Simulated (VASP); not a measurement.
A run of VASP 6.6.1 is set up as follows.

The input INCAR:

```
SYSTEM = Rb
  ALGO = Fast
  EDIFF = 1E-6
  ENCUT = 400
  GGA = RP
  ISIF = 2
  ISMEAR = 0
  ISPIN = 2
  ISYM = 0
  IVDW = 12
  LASPH = .TRUE.
  LCHARG = .FALSE.
  LORBIT = 11
  LREAL = .FALSE.
  LWAVE = .FALSE.
  MAGMOM = 0.5
  NELM = 80
  NUPDOWN = 1
  PREC = Accurate
  SIGMA = 0.01
```

KPOINTS

```
k-points
0
G
  1 1 1
  0 0 0
```

POSCAR

```
Rb                                      
1.0
   10.5000000000      0.0000000000      0.0000000000
    0.0000000000     11.0000000000      0.0000000000
    0.0000000000      0.0000000000     11.5000000000
  Rb            
     1
Selective dynamics
Direct
     0.5000000000000000    0.5045454544999970    0.5000000000000000   F   F   F
```

Potentials or basis: VASP PAW PBE potentials, release 64 (Rb_sv).

Run with:

```bash
$ cat potpaw_PBE.64/Rb_sv/POTCAR > POTCAR
$ mpirun -np 1 vasp_gam > vasp.out
```

Q: What does it give for the dispersion energy per atom?

A: -0.012 eV.

Caveat: the total moment is fixed, so each spin has its own Fermi level.
